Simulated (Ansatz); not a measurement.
# Is this BaHfO3 structure a true minimum?

The cell was found from a proposed guess, not taken from experiment.

Method: Ansatz, DFT PBE, scalar-relativistic, plane waves, PAW. Settings: cutoff 420 eV, Γ-centred mesh 6×6×6 on the computed 5-atom cell, Gaussian smearing of 0.02 eV; no spin polarisation.

The cell below (5 atoms, space group Pm-3m (No. 221)) is relaxed within its symmetry.

```
CELL_PARAMETERS angstrom
4.20613 0.00000 0.00000
0.00000 4.20613 0.00000
0.00000 0.00000 4.20613
ATOMIC_POSITIONS crystal
Ba 0.50000 0.50000 0.50000
Hf 0.00000 0.00000 0.00000
O 0.00000 0.00000 0.50000
O 0.50000 0.00000 0.00000
O 0.00000 0.50000 0.00000
```

For the test a repeat of it with 10 atoms (edges 4.21, 4.21, 8.41 Å) was strained at random (σ = 1.5 % a component), the atoms were moved at random (σ = 0.15 Å), and all was relaxed again on a coarse 4×4×2 mesh (in the run’s order of axes) with 0.10 eV smearing, with no symmetry imposed.

Spin–orbit coupling, which can matter for Hf, is left out.

Problem. Does it come back?

Solution. It returns, within 1 meV/atom of the unmoved cell on that mesh and with the same symmetry when read at 0.1 Å. So it is stable against the distortions that fit this cell and that this random move excites. Modes that don't fit the cell aren't tested.
